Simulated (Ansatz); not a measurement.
Runs of Ansatz 0.2.0 on SnTe. The structure is cubic, space group Pm-3m (No. 221). The conventional cell has a = 3.905 Å, b = 3.905 Å, c = 3.905 Å, α = 90.00°, β = 90.00°, γ = 90.00°. Around Te (site symmetry m-3m) lie 8 Sn at 3.38 Å. Sn (site symmetry m-3m) is surrounded by 8 Te at 3.38 Å. Measurements of this composition are mostly on another form, of space group No. 225.

```tsv
task	level	cell	cutoff (eV)	points for each segment of the path	gap on the mesh (eV)	pressure (GPa)	relaxed volume (Å³/atom)
relaxation of cell and atoms	HSE03	relaxed	420	-	none	0.0	(a)
single point	r2SCAN0	as given	500	-	none	0.8	-
relaxation of cell and atoms	HSEsol	relaxed	420	-	none	0.0	27.77
band structure	HSE06	as given	420	4	none	(b)	-
relaxation of cell and atoms	HSE06	relaxed	420	-	none	0.0	29.04
```

Alike in all rows: potentials or basis Ansatz PAW; no spin polarisation; k mesh 4 × 4 × 4; smearing fermi-dirac 0.05 eV; the mesh is coarse, so values aren't converged.

**Question.** Fill in the values left out.

**Answer.** (a) 28.98; (b) -0.8.

Caveats: all runs use coarse meshes; the PAW data sets come from PBE, with cores solved anew for the run's functional, which leaves a small shift of forces and pressure; the plane-wave basis is chosen anew once the cell has moved, so the energies of steps on either side of that aren't comparable (some runs); the thresholds are loose for stress (some runs); spin-orbit coupling is left out, which moves the levels of the heavy elements (some runs).

A k mesh can miss the band edges, and the runs leave out spin-orbit coupling on Sn, Te.

A gap of «none» marks a metal or a gap under the smearing width.
